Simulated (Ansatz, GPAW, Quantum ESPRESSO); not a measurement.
# The band gap of SnO2, sorted by core time

```cif
data_structure
_symmetry_space_group_name_H-M 'R-3m:H'
_symmetry_Int_Tables_number 166
_cell_length_a 3.2342
_cell_length_b 3.2342
_cell_length_c 14.4018
_cell_angle_alpha 90.000
_cell_angle_beta 90.000
_cell_angle_gamma 120.000
_cell_volume 130.46
loop_
_atom_site_label
_atom_site_type_symbol
_atom_site_symmetry_multiplicity
_atom_site_Wyckoff_symbol
_atom_site_fract_x
_atom_site_fract_y
_atom_site_fract_z
_atom_site_occupancy
Sn1 Sn 3 b 0.66667 0.33333 0.83333 1
O1 O 6 c 0.00000 0.00000 0.76283 1
```

Measurements of this composition are mostly on another form, of space group No. 136.

```tsv
rung	level	program and potentials	cutoff (eV)	k mesh	core time	chip	band gap (eV)	notes
GGA	PBEsol	Ansatz, all-electron LAPW, scalar-relativistic	-	10 × 10 × 10	58 s	Intel Xeon	1.87	-
LDA	LDA	Ansatz, all-electron LAPW, scalar-relativistic	-	10 × 10 × 10	64 s	Intel Xeon	1.78	-
LDA	LDA	GPAW, the program's PAW data sets (release 1.2.1) made for this functional	800	6 × 6 × 6	3.7 min	Intel Xeon	1.79	-
GGA	PBEsol	GPAW, PAW data sets generated for this functional	800	6 × 6 × 6	3.9 min	Intel Xeon	1.88	-
LDA	LDA	Quantum ESPRESSO, GBRV 1.5 LDA	925	10 × 10 × 10	4.4 min	Intel Xeon Platinum 8488C Sapphire Rapids	1.77	-
GGA	PBEsol	Quantum ESPRESSO, GBRV 1.5 PBEsol	925	10 × 10 × 10	4.5 min	Intel Xeon Platinum 8488C Sapphire Rapids	1.86	-
meta-GGA	r2SCAN	GPAW, GPAW PAW data sets (gpaw-data 1.2.1)	800	6 × 6 × 6	13 min	Intel Xeon	2.47	potentials made for PBE
```

Times are single runs on shared hosts and different chips, so they are rough; meshes, cutoffs and the tasks' sizes weigh on the time. Task: band structure. All rows: no spin polarisation. Gaps are the least found on the k mesh or the band path, and a mesh can miss the band edges. Meshes differ between rows, which moves values too. All levels ran on this one cell, unrelaxed unless noted. Meshes are those of the run's cell of 3 atoms unless a note names another. Runs on faulty files, with rough fits or with known faults for this quantity aren't shown. PBE isn't shown for this crystal. No row holds spin-orbit coupling.

By rung: LDA 1.77 to 1.79; GGA 1.86 to 1.88; meta-GGA 2.47 (eV).

The choice of functional sets the gap here, while the choice of code hardly matters: three implementations agree closely within LDA and within PBEsol, and PBEsol lies slightly above LDA in each. Longer core time brings no systematic change within either functional. Because the geometry is fixed, the step between functionals is electronic rather than a result of different lattice constants.

In this layered Sn(IV) oxide, the valence-band top is expected to be mainly O 2p, and the conduction-band bottom Sn 5s with antibonding O character. The larger r2SCAN gap of 2.47 eV fits its dependence on the kinetic-energy density, which makes the potential orbital-dependent and lets the eigenvalue gap take in part of the derivative discontinuity that LDA and PBEsol miss. All three levels probably still underestimate the quasiparticle gap, as is usual for semilocal functionals in oxides with a dispersive, s-derived conduction band. The close agreement between codes therefore supports numerical consistency, not physical accuracy. The tabulated gaps alone do not establish whether the gap is direct or optically allowed.
